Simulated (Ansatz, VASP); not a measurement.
**MnS, level by level in two programs**

```xyz
2
Lattice="0.0000 2.6556 2.6556 2.6556 0.0000 2.6556 2.6556 2.6556 0.0000" Properties=species:S:1:pos:R:3 pbc="T T T"
Mn    0.0000    0.0000    0.0000
S     2.6556    2.6556    2.6556
```

Change from the starting cell: volume scaled by 1.06.

Single points on this cell with VASP 6.6.1 and Ansatz 0.2.0. Each row is one pair of runs. Alike in all rows: spin: collinear, ferromagnetic start; k mesh: 9 × 9 × 9; smearing: fermi-dirac, width 0.05 eV; VASP's potentials, cutoff: VASP PAW PBE potentials, release 64 (Mn_pv, S), 520 eV.

| level | Ansatz's potentials, cutoff | gap on the k mesh at the Fermi level (eV), VASP | gap on the k mesh at the Fermi level (eV), Ansatz | pressure (GPa), VASP | pressure (GPa), Ansatz | net moment per atom (μB), VASP | net moment per atom (μB), Ansatz |
| --- | --- | --- | --- | --- | --- | --- | --- |
| PBE | Ansatz PAW, 420 eV | none | none | -5.6 | -5.6 | 2.42 | 2.41 |
| PBE | PseudoDojo stringent (PBE files), 1769 eV | none | none | -5.6 | -5.5 | 2.42 | 2.42 |
| PBE | Ansatz PAW polarizable, 420 eV | none | none | -5.6 | -5.6 | 2.42 | 2.41 |
| PBEsol | Ansatz PAW, 420 eV | none | none | -9.4 | -9.5 | 2.40 | 2.40 |

Pressure (GPa): the two programs differ by at most 0.09; net moment per atom (μB): the two programs differ by at most 0.002.

A gap of «none» marks a metal or a gap that the smearing closes.

Caveats: a cell with one magnetic atom can't hold antiferromagnetic order, which such compounds often take (some rows); semilocal functionals often make such compounds metallic where correlation or magnetic order opens a gap, which also shifts bond lengths (some rows); the PAW data sets were made with another functional, which shifts forces and pressure a little (VASP); the PAW data sets come from PBE, with cores solved anew for the run's functional, which leaves a small shift of forces and pressure (Ansatz).
